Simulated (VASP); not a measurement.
These are PBE GGA, VASP's PBE PAW potentials (set 64) (plane waves; VASP) values and carry that method's errors.

VASP ran on this input.

### INCAR
```
ALGO = Normal
EDIFF = 1E-6
EDIFFG = -0.01
ENCUT = 480
GGA = PE
IBRION = 2
ISIF = 3
ISMEAR = 0
LASPH = T
LCHARG = F
LMAXMIX = 4
LREAL = F
LWAVE = F
NELM = 100
NSW = 60
PREC = Accurate
SIGMA = 0.05
SYSTEM = CsI
```

**KPOINTS**
```
Automatic mesh
0
Gamma
5 5 5
0 0 0
```

**POSCAR**
```
CsI
1
    4.5700000000     0.0000000000     0.0000000000
    0.0000000000     4.5700000000     0.0000000000
    0.0000000000     0.0000000000     4.5700000000
Cs I
1 1
Direct
  0.0000000000   0.0000000000   0.0000000000
  0.5000000000   0.5000000000   0.5000000000
```

POTCAR, in this order: Cs_sv I (PBE.64 set). Program: vasp_std.

Output

### OUTCAR
```
 ion  position               nearest neighbor table
   1  0.000  0.000  0.000-
   2  0.500  0.500  0.500-
  LATTYP: Found a simple cubic cell.
 ALAT       =     4.5700000000
 Subroutine PRICEL returns:
 Original cell was already a primitive cell.
 Subroutine GETGRP returns: Found 48 space group operations
The static configuration has the point symmetry O_h .
The dynamic configuration has the point symmetry O_h .
 Subroutine INISYM returns: Found 48 space group operations
 Subroutine IBZKPT returns following result:
 Found     10 irreducible k-points:

 Following reciprocal coordinates:
            Coordinates               Weight
  0.000000  0.000000  0.000000      1.000000
  0.200000  0.000000  0.000000      6.000000
  0.400000  0.000000  0.000000      6.000000
  0.200000  0.200000  0.000000     12.000000
  0.400000  0.200000  0.000000     24.000000
  0.400000  0.400000  0.000000     12.000000
  0.200000  0.200000  0.200000      8.000000
  0.400000  0.200000  0.200000     24.000000
  0.400000  0.400000  0.200000     24.000000
  0.400000  0.400000  0.400000      8.000000
   k-points           NKPTS =     10   k-points in BZ     NKDIM =     10   number of bands    NBANDS=     12
   number of dos      NEDOS =    301   number of ions     NIONS =      2
   total plane-waves  NPLWV =  46656
   dimension x,y,z NGX =    36 NGY =   36 NGZ =   36
   dimension x,y,z NGXF=    72 NGYF=   72 NGZF=   72
   ions per type =               1   1
   PREC   = accura    normal or accurate (medium, high low for compatibility)
   ISTART =      0    job   : 0-new  1-cont  2-samecut
   ICHARG =      2    charge: 1-file 2-atom 10-const
   ISPIN  =      1    spin polarized calculation?
   LNONCOLLINEAR =      F non collinear calculations
   LSORBIT =      F    spin-orbit coupling
   INIWAV =      1    electr: 0-lowe 1-rand  2-diag
   ENCUT  =  480.0 eV  35.28 Ry    5.94 a.u.   8.16  8.16  8.16*2*pi/ulx,y,z
...
```

**OSZICAR**
```
       N       E                     dE             d eps       ncg     rms          rms(c)
DAV:   1     0.872088143912E+02    0.87209E+02   -0.60088E+03   240   0.103E+03
DAV:   2     0.119354882346E+01   -0.86015E+02   -0.81100E+02   348   0.163E+02
DAV:   3    -0.548163560082E+01   -0.66752E+01   -0.66614E+01   296   0.509E+01
DAV:   4    -0.556672183002E+01   -0.85086E-01   -0.85058E-01   284   0.736E+00
DAV:   5    -0.556785667910E+01   -0.11348E-02   -0.11348E-02   304   0.896E-01    0.159E+00
DAV:   6    -0.544876696837E+01    0.11909E+00   -0.16116E-01   264   0.192E+00    0.122E+00
DAV:   7    -0.542409581129E+01    0.24671E-01   -0.13852E-01   276   0.183E+00    0.594E-01
DAV:   8    -0.542747600395E+01   -0.33802E-02   -0.97127E-03   276   0.642E-01    0.834E-02
DAV:   9    -0.542785245152E+01   -0.37645E-03   -0.87238E-04   276   0.201E-01    0.749E-02
DAV:  10    -0.542794506357E+01   -0.92612E-04   -0.13034E-04   276   0.804E-02    0.133E-02
DAV:  11    -0.542794329720E+01    0.17664E-05   -0.35886E-05   276   0.309E-02    0.546E-03
DAV:  12    -0.542794374009E+01   -0.44289E-06   -0.37189E-06   280   0.139E-02
   1 F= -.54279437E+01 E0= -.54279437E+01  d E =-.542794E+01
       N       E                     dE             d eps       ncg     rms          rms(c)
DAV:   1    -0.553229525188E+01   -0.10435E+00   -0.17326E+00   240   0.750E+00    0.138E+00
DAV:   2    -0.545968052970E+01    0.72615E-01   -0.99325E-02   244   0.183E+00    0.589E-01
DAV:   3    -0.543905166394E+01    0.20629E-01   -0.65062E-02   240   0.140E+00    0.338E-01
DAV:   4    -0.543899329016E+01    0.58374E-04   -0.69298E-04   264   0.184E-01    0.298E-01
DAV:   5    -0.543886464290E+01    0.12865E-03   -0.61629E-04   276   0.151E-01    0.299E-02
DAV:   6    -0.543884594760E+01    0.18695E-04   -0.64601E-05   264   0.466E-02    0.283E-02
DAV:   7    -0.543883939466E+01    0.65529E-05   -0.11277E-05   284   0.230E-02    0.489E-02
DAV:   8    -0.543884132946E+01   -0.19348E-05   -0.17356E-06   236   0.843E-03    0.775E-03
DAV:   9    -0.543884298290E+01   -0.16534E-05   -0.49425E-07   164   0.441E-03    0.103E-02
DAV:  10    -0.543884222012E+01    0.76278E-06   -0.96265E-08   140   0.239E-03
   2 F= -.54388422E+01 E0= -.54388422E+01  d E =-.108985E-01
       N       E                     dE             d eps       ncg     rms          rms(c)
DAV:   1    -0.556908497447E+01   -0.13024E+00   -0.23426E+00   240   0.866E+00    0.160E+00
DAV:   2    -0.547024310294E+01    0.98842E-01   -0.13686E-01   244   0.213E+00    0.682E-01
DAV:   3    -0.544247153699E+01    0.27772E-01   -0.87906E-02   240   0.162E+00    0.390E-01
DAV:   4    -0.544238441687E+01    0.87120E-04   -0.92847E-04   264   0.213E-01    0.347E-01
DAV:   5    -0.544220094440E+01    0.18347E-03   -0.86221E-04   268   0.177E-01    0.355E-02
DAV:   6    -0.544217588726E+01    0.25057E-04   -0.95263E-05   264   0.553E-02    0.351E-02
DAV:   7    -0.544216837176E+01    0.75155E-05   -0.14865E-05   272   0.265E-02    0.592E-02
DAV:   8    -0.544217064865E+01   -0.22769E-05   -0.20047E-06   232   0.942E-03    0.115E-02
DAV:   9    -0.544217283057E+01   -0.21819E-05   -0.66933E-07   132   0.523E-03    0.125E-02
DAV:  10    -0.544217202795E+01    0.80262E-06   -0.11569E-07   120   0.266E-03
   3 F= -.54421720E+01 E0= -.54421720E+01  d E =-.142283E-01
       N       E                     dE             d eps       ncg     rms          rms(c)
DAV:   1    -0.544471616577E+01   -0.25433E-02   -0.45441E-02   240   0.122E+00    0.225E-01
DAV:   2    -0.544279817518E+01    0.19180E-02   -0.26282E-03   244   0.296E-01    0.948E-02
DAV:   3    -0.544226750830E+01    0.53067E-03   -0.16879E-03   240   0.224E-01    0.551E-02
DAV:   4    -0.544226739455E+01    0.11375E-06   -0.19320E-05   264   0.307E-02    0.451E-02
DAV:   5    -0.544226696694E+01    0.42761E-06   -0.15401E-05   272   0.236E-02    0.453E-03
DAV:   6    -0.544226750643E+01   -0.53949E-06   -0.14370E-06   144   0.720E-03
   4 F= -.54422675E+01 E0= -.54422675E+01  d E =-.143238E-01
```

OUTCAR:
```
------------------------ aborting loop because EDIFF is reached ----------------------------------------
  FORCE on cell =-STRESS in cart. coord.  units (eV):
  Direction    XX          YY          ZZ          XY          YZ          ZX
  --------------------------------------------------------------------------------------
  Total       -0.0025207     -0.0025207     -0.0025207     -0.0000000     -0.0000000      0.0000000
  in kB       -0.0396301     -0.0396301     -0.0396301     -0.0000000     -0.0000000      0.0000000
  external PRESSURE =      -0.0396301 kB  Pullay stress =       0.0000000 kB
  volume of cell :      101.91
      direct lattice vectors                 reciprocal lattice vectors
     4.670934662 -0.000000000  0.000000000     0.214089914 -0.000000000 -0.000000000
     0.000000000  4.670934662  0.000000000     0.000000000  0.214089914 -0.000000000
     0.000000000  0.000000000  4.670934662    -0.000000000  0.000000000  0.214089914
 POSITION                                       TOTAL-FORCE (eV/Angst)
 -----------------------------------------------------------------------------------
      0.00000      0.00000      0.00000        -0.000000      0.000000      0.000000
      2.33547      2.33547      2.33547         0.000000     -0.000000      0.000000
 -----------------------------------------------------------------------------------
    total drift:                               -0.000000      0.000000      0.000000
  FREE ENERGIE OF THE ION-ELECTRON SYSTEM (eV)
  ---------------------------------------------------
  free  energy   TOTEN  =        -5.4422675064 eV

  energy  without entropy=       -5.4422675064  energy(sigma->0) =       -5.44226751

 reached required accuracy - stopping structural energy minimisation
```
(Selected blocks of OUTCAR.)

**CONTCAR**
```
CsI
   1.00000000000000
     4.6709346624609687   -0.0000000000000000    0.0000000000000000
     0.0000000000000000    4.6709346624609687    0.0000000000000000
     0.0000000000000000    0.0000000000000000    4.6709346624609687
  Cs              I
     1     1
Direct
     0.0000000000000000    0.0000000000000000    0.0000000000000000
     0.5000000000000000    0.5000000000000000    0.5000000000000000
```

Energy and stress use the plane-wave basis of the starting cell.

The compound is CsI in the CsCl type structure. This run relaxes it. Symmetry was kept, so distortions that lower it aren't found.
